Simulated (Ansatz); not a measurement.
Take SrF$_{2}$ in the fluorite structure (space group Fm-3m, No. 225; a = 5.857 Å) as the base. Axes: x, y, z lie along the cube axes.

Method: Ansatz (a program for electronic structure), PBE, PAW, cutoff 420 eV, no spin-orbit coupling.

For the base:

The electron mass is 0.52 mₑ (at Γ) and the valley order comes out as Γ 6.78 eV; X along ⟨100⟩ 8.11 eV.

Now apply this change: uniaxial stress, 8 GPa tension along z, with the cell and atoms free to relax against it.

What happens to the electron mass and valley order?

The electron mass becomes 0.53 mₑ (at Γ) (base: 0.52 mₑ (at Γ)); the valley order (the lowest conduction-band minima on the path, energy above the VBM, named in the base's zone) goes from Γ 6.78 eV; X along ⟨100⟩ 8.11 eV to Γ 6.23 eV; X along [001] 7.63 eV; X along [100] 7.68 eV.

The levels and masses belong to the bands next to the band gap. Load acts through the strain it causes; cell and atoms are relaxed under it. Masses are band curvatures over ±0.01 Å⁻¹ around the edge. Stability under load was not tested beyond the relaxation.
